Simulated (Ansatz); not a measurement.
InN under a change: pressure 5 GPa

Consider InN in the zinc blende structure (space group F-43m, No. 216; a = 5.0490 Å).

Perturbation: cell and atoms relaxed at a pressure of 5 GPa.

Method: PBE (Ansatz, an electronic-structure program; PAW; 420 eV plane waves; no spin-orbit coupling). Γ-centred 11×11×11 mesh, Fermi–Dirac width 0.05 eV.

| quantity | base | changed | shift |
|---|---|---|---|
| volume per atom | 16.09 Å³ | 15.49 Å³ | -0.60 Å³ |
| enthalpy H = E + PV relative to the base's energy | – | +0.49 eV/atom | – |
| band gap | zero | zero | – |

Cost of the whole job for the changed cell (relaxation, final SCF and bands): very roughly 40 core-seconds.

A case with no gap was solved on a k-mesh chosen for an insulator, which is coarse for it. Load acts through the strain it causes; cell and atoms are relaxed under it. No phonon test of stability was made. Tetrahedral semiconductors of this kind turn to denser phases somewhere between about 1 and 50 GPa; those were not computed, so compressed cells here can lie past the real transition. The final runs are not spin-polarised. This is not the structure that InN has at room temperature and ambient pressure. A zero or small gap of InN can be the functional's error rather than a property of the material.
